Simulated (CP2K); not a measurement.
Pt:

```
CELL_PARAMETERS angstrom
2.77313 0.00000 0.00000
1.38657 2.40160 0.00000
1.38657 0.80053 2.26425
ATOMIC_POSITIONS crystal
Pt 0.00000 0.00000 0.00000
```

Base run:

* Program: CP2K 2026.2
* Functional: r2SCAN
* Potentials or basis: POTENTIAL_UZH Pt GTH-SCAN-q18; TZVP-MOLOPT-SCAN-GTH basis
* Density cutoff: 9184 eV
* k mesh: 12 × 12 × 12
* Occupations: fermi-dirac, width 0.05 eV
* Spin: no spin polarisation

Its results: band gap on the k mesh none (metal or under the smearing width); pressure 7.8 GPa.

The run is repeated on the same cell with these changes: dispersion from none to D3(BJ)+ATM. What comes out?

Band gap on the k mesh none (metal or under the smearing width); pressure 5.5 GPa.

Dispersion adds attraction, which lowers the pressure at fixed volume and, as a term added to the energy, leaves the levels alone.

Caveats: the basis of atomic orbitals isn't converged, which shifts pressures, moduli and gaps; pairwise dispersion overbinds metals, which lowers pressure and volume (some runs).
